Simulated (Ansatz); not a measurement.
# Ruthenium, simple cubic: r²SCAN0 after r²SCAN, part 2 of 2

Aim: see what exact exchange does to the levels, and what it costs. Spin polarisation is left out. The geometry was relaxed under r²SCAN beforehand and is kept. Exact exchange is dear, so the k-mesh is coarse, and r²SCAN is run on the same mesh for comparison.

Ansatz 0.2.0, plane waves with PAW, scalar-relativistic.

### 5 What came out

The summary covers parts 1 to 2.

```
                             quantity                         value
                          r²SCAN: gap  none (levels filled in part)
                         r²SCAN0: gap  none (levels filled in part)
  r²SCAN0: SCF cycles, exchange loops                         27, 5
r²SCAN0: CPU time over that of r²SCAN                            52
```

**Reading.** Neither r²SCAN nor r²SCAN0 shows a clean gap on this mesh. r²SCAN0 cost 52 times the CPU time of r²SCAN. The exchange operator of r²SCAN0 was renewed in 5 outer loops. Absolute energies differ from functional to functional, by eV per atom at times, and say nothing by themselves.
